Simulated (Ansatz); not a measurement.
**TiC under changes of volume**

One of the cells (10.158 Å³/atom); the others are scaled copies at fixed shape and fractional positions:

```
CELL_PARAMETERS angstrom
0.00000 2.16572 2.16572
2.16572 0.00000 2.16572
2.16572 2.16572 0.00000
ATOMIC_POSITIONS crystal
Ti 0.00000 0.00000 0.00000
C 0.50000 0.50000 0.50000
```

The cell is a database's computed one.

| Property | Result |
| --- | --- |
| Program | Ansatz 0.2.0 |
| Functional | PBEsol |
| Potentials or basis | all-electron LAPW, scalar-relativistic |
| Cutoff | 337 eV (chosen from the basis error) |
| Basis error allowed | 0.0005 eV/atom |
| k mesh | 11 × 11 × 11 |
| Occupations | fermi-dirac, width 0.05 eV |
| Spin | no spin polarisation |

```tsv
volume (Å³/atom)	energy over the lowest point (meV/atom)	pressure (GPa)
9.548	?	?
9.752	1.39	3.9
9.955	0.00	-1.7
10.158	5.39	-6.7
10.361	16.88	-11.3
10.564	33.89	-15.4
10.767	55.86	-19.2
```

Q: What does the run at 9.548 Å³/atom give?

A: Energy over the lowest point 10.28 meV/atom; pressure 10.2 GPa.

Worked out: A Birch-Murnaghan fit of order 3 (a polynomial in V^(-2/3)) to the other rows has its minimum at 9.89 Å³/atom with B0 = V·E''(V) = 269 GPa and B' = 4.1. It gives 10.36 meV/atom at 9.548 Å³/atom, against the run's 10.28, and -dE/dV = 10.2 GPa, against 10.2.

Energies are extrapolated to zero smearing.
